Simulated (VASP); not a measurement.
# BN (F-43m) in VASP: further runs, part 2 of 2

VASP 6.6.1.

## 3. Relaxation of cell and atoms, PBE

This run uses another cell than the first one, of 5.96 Å³/atom, 1.009 times its volume.

File INCAR:

```
SYSTEM = BN
PREC = Accurate
ENCUT = 520
EDIFF = 0.05
ISMEAR = 0
SIGMA = 0.02
LREAL = .FALSE.
LASPH = .TRUE.
NELM = 100
ALGO = Normal
ISIF = 3
LWAVE = .FALSE.
LCHARG = .FALSE.
GGA = PE
IBRION = 2
NSW = 80
EDIFFG = -0.002
```

File KPOINTS:

```
regular mesh
0
G
  14 14 14
  0 0 0
```

File POSCAR:

```
BN                                      
1.0
   -0.0000000000      1.8127920913      1.8127920913
    1.8127920913     -0.0000000000      1.8127920913
    1.8127920913      1.8127920913     -0.0000000000
  B               N             
     1     1
Direct
     0.0000000000000000    0.0000000000000000    0.0000000000000000
     0.2500000000000000    0.2500000000000000    0.2500000000000000
```

Potentials or basis: VASP PAW PBE potentials, release 64 (B, N).

Command:

```
$ cat potpaw_PBE.64/B/POTCAR potpaw_PBE.64/N/POTCAR > POTCAR
$ mpirun -np 1 vasp_std > vasp.out
```

OUTCAR:

```text
SYSTEM = BN
   PREC = Accurate
   ENCUT = 520
   EDIFF = 0.05
   ISMEAR = 0
   LREAL = .FALSE.
   LASPH = .TRUE.
   NELM = 100
   ISIF = 3
   GGA = PE
   IBRION = 2
   NSW = 80
   EDIFFG = -0.002

 ion  position               nearest neighbor table
   1  0.000  0.000  0.000-   2 1.57   2 1.57   2 1.57   2 1.57
   2  0.250  0.250  0.250-   1 1.57   1 1.57   1 1.57   1 1.57

  LATTYP: Found a face centered cubic cell.
 ALAT       =     3.6255841826

  Lattice vectors:

 A1 = (   0.0000000000,   1.8127920913,   1.8127920913)
 A2 = (   1.8127920913,   0.0000000000,   1.8127920913)
 A3 = (   1.8127920913,   1.8127920913,   0.0000000000)

Analysis of symmetry for initial positions (statically):
=====================================================================
 Subroutine PRICEL returns:
 Original cell was already a primitive cell.

 Routine SETGRP: Setting up the symmetry group for a
 face centered cubic supercell.

 Subroutine GETGRP returns: Found 24 space group operations
 (whereof 24 operations were pure point group operations)
 out of a pool of 48 trial point group operations.

The static configuration has the point symmetry T_d .

Analysis of symmetry for dynamics (positions and initial velocities):
=====================================================================
 Subroutine PRICEL returns:
 Original cell was already a primitive cell.

 Routine SETGRP: Setting up the symmetry group for a
 face centered cubic supercell.

 Subroutine GETGRP returns: Found 24 space group operations
 (whereof 24 operations were pure point group operations)
 out of a pool of 48 trial point group operations.

The dynamic configuration has the point symmetry T_d .

 Subroutine INISYM returns: Found 24 space group operations
 (whereof 24 operations are pure point group operations),
 and found     1 'primitive' translations
[... 128 lines left out ...]
 Gauss-broadening in eV      SIGMA  =   0.02
  energy-cutoff  :      520.00
  volume of cell :       11.91
 maximum number of plane-waves:       332
   NGX =  9   NGY =  9   NGZ =  9

--------------------------------------- Ionic step        1  -------------------------------------------

 number of electron       7.9999999 magnetization

 Free energy of the ion-electron system (eV)
  ---------------------------------------------------
  ext. energy  EPLUGINS =         0.00000000
  ---------------------------------------------------
  free energy    TOTEN  =       -17.45073104 eV

  energy without entropy =      -17.45073104  energy(sigma->0) =      -17.45073104

------------------------ aborting loop because EDIFF is reached ----------------------------------------

  FORCE on cell =-STRESS in cart. coord.  units (eV):
  Direction    XX          YY          ZZ          XY          YZ          ZX
  --------------------------------------------------------------------------------------
  -------------------------------------------------------------------------------------
  Total       -0.0052083     -0.0052083     -0.0052083      0.0000000      0.0000000      0.0000000
  in kB       -0.7003849     -0.7003849     -0.7003849      0.0000000      0.0000000      0.0000000
  external PRESSURE =      -0.7003849 kB  Pullay stress =       0.0000000 kB
[... 275 lines left out ...]
--------------------------------------- Ionic step        9  -------------------------------------------

 number of electron       7.9999999 magnetization

 Free energy of the ion-electron system (eV)
  ---------------------------------------------------
  ext. energy  EPLUGINS =         0.00000000
  ---------------------------------------------------
  free energy    TOTEN  =       -17.45102347 eV

  energy without entropy =      -17.45102347  energy(sigma->0) =      -17.45102347

 E-fermi :   7.3917     XC(G=0): -12.7795

 val. band max:        7.2965880231   @ k =   0.0000   0.0000   0.0000
 cond. band min:      11.7469366344   @ k =   0.5000   0.5000   0.0000
 fundamental gap:      4.4503486113
 Fermi energy:         7.3917321445

 k-point     1 :       0.0000    0.0000    0.0000
  band No.  band energies     occupation
      1     -12.8361      2.00000
      2       7.2966      2.00000
      3       7.2966      2.00000
      4       7.2966      2.00000
      5      16.0754      0.00000
      6      16.0754      0.00000
      7      16.0754      0.00000
      8      17.5058      0.00000
[... 243 lines left out ...]
 k-point    24 :       0.2857    0.1429    0.0000
  band No.  band energies     occupation
      1     -11.0839      2.00000
      2       2.2893      2.00000
      3       4.9732      2.00000
      4       5.4492      2.00000
      5      15.4943      0.00000
      6      18.8610      0.00000
      7      19.3756      0.00000
      8      20.0337      0.00000

 [... further k-points ...]

------------------------ aborting loop because EDIFF is reached ----------------------------------------

  FORCE on cell =-STRESS in cart. coord.  units (eV):
  Direction    XX          YY          ZZ          XY          YZ          ZX
  --------------------------------------------------------------------------------------
  -------------------------------------------------------------------------------------
  Total        0.0031818      0.0031818      0.0031818     -0.0000000      0.0000000      0.0000000
  in kB        0.4279235      0.4279235      0.4279235     -0.0000000      0.0000000      0.0000000
  external PRESSURE =       0.4279235 kB  Pullay stress =       0.0000000 kB
[... 17 lines left out ...]
  FREE ENERGIE OF THE ION-ELECTRON SYSTEM (eV)
  ---------------------------------------------------
  free  energy   TOTEN  =       -17.4510234709 eV

  energy  without entropy=      -17.4510234709  energy(sigma->0) =      -17.45102347

 reached required accuracy - stopping structural energy minimisation
```

CONTCAR:

```text
BN
   1.00000000000000
    -0.0000000000000000    1.8127134015349970    1.8127134015349970
     1.8127134015349970    0.0000000000000000    1.8127134015349970
     1.8127134015349970    1.8127134015349970    0.0000000000000000
  B               N
     1     1
Direct
     0.0000000000000000    0.0000000000000000    0.0000000000000000
     0.2500000000000000    0.2500000000000000    0.2500000000000000

  0.00000000E+00  0.00000000E+00  0.00000000E+00
  0.00000000E+00  0.00000000E+00  0.00000000E+00
```

Wall time 14 s (1 thread of AMD EPYC 7R13 (Zen 3), shared host); peak memory 0.09 GiB.

What came out:

| Quantity | Value |
| --- | --- |
| Free energy | -17.4510 eV |
| Relaxed volume | 5.96 Å³/atom |
| Relaxed cell | a = 2.564 Å, b = 2.564 Å, c = 2.564 Å, α = 60.00°, β = 60.00°, γ = 60.00° |
| Space group after relaxing (to 0.05 Å) | F-43m (No. 216) |
| Energy gained by relaxing | 0.1 meV/atom |
| Ionic steps | 9 |
| Pressure after relaxing | 0.0 GPa |
| Band gap on the k mesh | 4.45 eV, indirect (least direct gap 8.78 eV) |

The path:
```csv
step,energy change (eV),largest force (eV/Å),pressure (GPa),volume (Å³)
1,0.0000,0.0000,-0.07,11.91
2,-0.0003,0.0000,-0.12,11.91
3,-0.0003,0.0000,0.38,11.90
4,-0.0003,0.0000,0.30,11.91
5,-0.0003,0.0000,0.16,11.91
6,-0.0003,0.0000,0.12,11.91
7,-0.0003,0.0000,0.11,11.91
8,-0.0003,0.0000,0.10,11.91
9,-0.0003,0.0000,0.04,11.91
```

Final structure:
```yaml
crystal:
  lattice:
    - [0.00000, 1.81271, 1.81271]
    - [1.81271, 0.00000, 1.81271]
    - [1.81271, 1.81271, 0.00000]
  atoms:
    - { symbol: B, position: [0.00000, 0.00000, 0.00000] }
    - { symbol: N, position: [0.25000, 0.25000, 0.25000] }
```

Levels at points of the mesh, in eV from the valence-band top:
```
           k point  band 2  band 3  band 4  band 5  band 6  band 7
(0.00, 0.00, 0.00)    0.00    0.00    0.00    8.78    8.78    8.78
(0.50, 0.00, 0.00)  -10.61   -1.92   -1.92   10.03   10.66   10.66
(0.50, 0.50, 0.00)   -8.86   -4.86   -4.86    4.45    9.18   17.79
```

A k mesh can miss the band edges.

## 4. Single point, PBE

This run uses another cell than the first one, of 5.96 Å³/atom, 1.009 times its volume.

Changes to INCAR since step 3:

```diff
@@ -10,3 +10,3 @@
 ALGO = Normal
-ISIF = 3
+ISIF = 2
 LWAVE = .FALSE.
@@ -14,4 +14,2 @@
 GGA = PE
-IBRION = 2
-NSW = 80
-EDIFFG = -0.002
+NBANDS = 11
```

KPOINTS is that of step 3.

File POSCAR:

```
BN                                      
1.0
   -0.0000000000      1.8127134015      1.8127134015
    1.8127134015      0.0000000000      1.8127134015
    1.8127134015      1.8127134015      0.0000000000
  B               N             
     1     1
Direct
     0.0000000000000000    0.0000000000000000    0.0000000000000000
     0.2500000000000000    0.2500000000000000    0.2500000000000000
```

Command:

```
$ cat potpaw_PBE.64/B/POTCAR potpaw_PBE.64/N/POTCAR > POTCAR
$ mpirun -np 1 vasp_std > vasp.out
```

Run time: 6.4 s. Hardware: 1 thread of AMD EPYC 7R13 (Zen 3), shared host; peak memory 0.09 GiB.

It converged, with:

```
Free energy            : -17.4507 eV
Pressure               : 0.4 GPa
Band gap on the k mesh : 4.44 eV, indirect (least direct gap 8.80 eV)
```

Levels at points of the mesh, in eV from the valence-band top:
| k point | band 1 | band 2 | band 3 | band 4 | band 5 | band 6 | band 7 | band 8 |
| --- | --- | --- | --- | --- | --- | --- | --- | --- |
| (0.00, 0.00, 0.00) | -20.13 | 0.00 | 0.00 | 0.00 | 8.80 | 8.80 | 8.80 | 10.19 |
| (0.50, 0.00, 0.00) | -15.96 | -10.61 | -1.92 | -1.92 | 10.03 | 10.67 | 10.67 | 15.15 |
| (0.50, 0.50, 0.00) | -14.60 | -8.86 | -4.86 | -4.86 | 4.44 | 9.18 | 17.80 | 17.80 |

## 5. Single point, PBE (a relaxed cell with its volume scaled by 0.97)

INCAR is that of step 4.

KPOINTS is that of step 4.

File POSCAR:

```
BN                                      
1.0
   -0.0000000000      1.7944019132      1.7944019132
    1.7944019132      0.0000000000      1.7944019132
    1.7944019132      1.7944019132      0.0000000000
  B               N             
     1     1
Direct
     0.0000000000000000    0.0000000000000000    0.0000000000000000
     0.2500000000000000    0.2500000000000000    0.2500000000000000
```

Command:

```
$ cat potpaw_PBE.64/B/POTCAR potpaw_PBE.64/N/POTCAR > POTCAR
$ mpirun -np 1 vasp_std > vasp.out
```

Wall time 6.5 s (1 thread of AMD EPYC 7R13 (Zen 3), shared host); peak memory 0.09 GiB.

Results (log left out):

```yaml
Free_energy: -17.4370 eV
Pressure: 12.4 GPa
Band_gap_on_the_k_mesh: 4.47 eV, indirect (least direct gap 8.94 eV)
```

Levels at points of the mesh, in eV from the valence-band top:
| k point | band 2 | band 3 | band 4 | band 5 | band 6 | band 7 |
| --- | --- | --- | --- | --- | --- | --- |
| (0.00, 0.00, 0.00) | 0.00 | 0.00 | 0.00 | 8.94 | 8.94 | 8.94 |
| (0.50, 0.00, 0.00) | -10.89 | -1.98 | -1.98 | 10.43 | 10.84 | 10.84 |
| (0.50, 0.50, 0.00) | -9.06 | -5.01 | -5.01 | 4.47 | 9.35 | 18.27 |

## 6. Single point, PBE (a relaxed cell with its volume scaled by 1.03)

INCAR is that of step 5.

KPOINTS is that of step 5.

File POSCAR:

```
BN                                      
1.0
   -0.0000000000      1.8306622263      1.8306622263
    1.8306622263      0.0000000000      1.8306622263
    1.8306622263      1.8306622263      0.0000000000
  B               N             
     1     1
Direct
     0.0000000000000000    0.0000000000000000    0.0000000000000000
     0.2500000000000000    0.2500000000000000    0.2500000000000000
```

Potentials or basis: VASP PAW PBE potentials, release 64 (B, N).

Command:

```
$ cat potpaw_PBE.64/B/POTCAR potpaw_PBE.64/N/POTCAR > POTCAR
$ mpirun -np 1 vasp_std > vasp.out
```

Run time: 6.6 s. Hardware: 1 thread of AMD EPYC 7R13 (Zen 3), shared host; peak memory 0.09 GiB.

It converged, with:

```
Free energy            : -17.4394 eV
Pressure               : -10.1 GPa
Band gap on the k mesh : 4.41 eV, indirect (least direct gap 8.66 eV)
```

Levels at points of the mesh, in eV from the valence-band top:
```tsv
k point	band 1	band 2	band 3	band 4	band 5	band 6	band 7	band 8	band 9
(0.00, 0.00, 0.00)	-19.80	0.00	0.00	0.00	8.66	8.66	8.66	9.72	24.02
(0.50, 0.00, 0.00)	-15.77	-10.34	-1.87	-1.87	9.65	10.51	10.51	14.85	22.89
(0.50, 0.50, 0.00)	-14.45	-8.67	-4.71	-4.71	4.41	9.01	17.35	17.35	20.13
```

A k mesh can miss the band edges.

## 7. The runs side by side

| task | cell | gap on the mesh (eV) | pressure (GPa) |
| --- | --- | --- | --- |
| relaxation of cell and atoms | relaxed | 4.45 | 0.0 |
| single point | as given | 4.44 | 0.4 |
| single point | a relaxed cell with its volume scaled by 0.97 | 4.47 | 12.4 |
| single point | a relaxed cell with its volume scaled by 1.03 | 4.41 | -10.1 |

Alike in all rows: level PBE; potentials or basis VASP PAW PBE potentials, release 64 (B, N); no spin polarisation; k mesh 14 × 14 × 14; cutoff (eV) 520; smearing gaussian 0.02 eV.

Total energies depend on the potentials used, so only differences within one code and one set of settings carry meaning.

## 8. Against experiment

Step 4. Measured gap of BN: 6.4 eV (indirect; 300 K; a printed reference work, monograph). This calculation gives 4.44 eV (-1.96 eV). The value is that of PBE on a finite k mesh, which can miss the band edges, without temperature or zero-point motion. Semilocal functionals fall short of measured gaps as a rule.
